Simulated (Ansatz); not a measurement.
All cells: G0W0@PBE, plasmon-pole screening, hard PAW set made for 700 eV (Ansatz); response cutoff 200 eV, empty bands to 200 eV, primitive cells on a 4×4×4 mesh, the pole fitted at a frequency of each cell's own, no spin-orbit coupling. Band edges are those of the mesh. The mesh is coarse, the sums aren't at the basis limit and many cells are compressed or hypothetical, so the values aren't those of the ambient crystals.

Question: Which cell has the G0W0 correction to the gap between the Kohn-Sham band edges equal to 1.41 eV?
A. MgS (Fm-3m), 2 atoms, 17.2 Å³ an atom
B. NaCl (Fm-3m), 2 atoms, 15.3 Å³ an atom
C. SiC (F-43m), 2 atoms, 9.3 Å³ an atom

Answer: A. The others: NaCl 2.76 eV, SiC 0.82 eV.

Model cells at fixed atoms, which needn't be the relaxed known crystals.
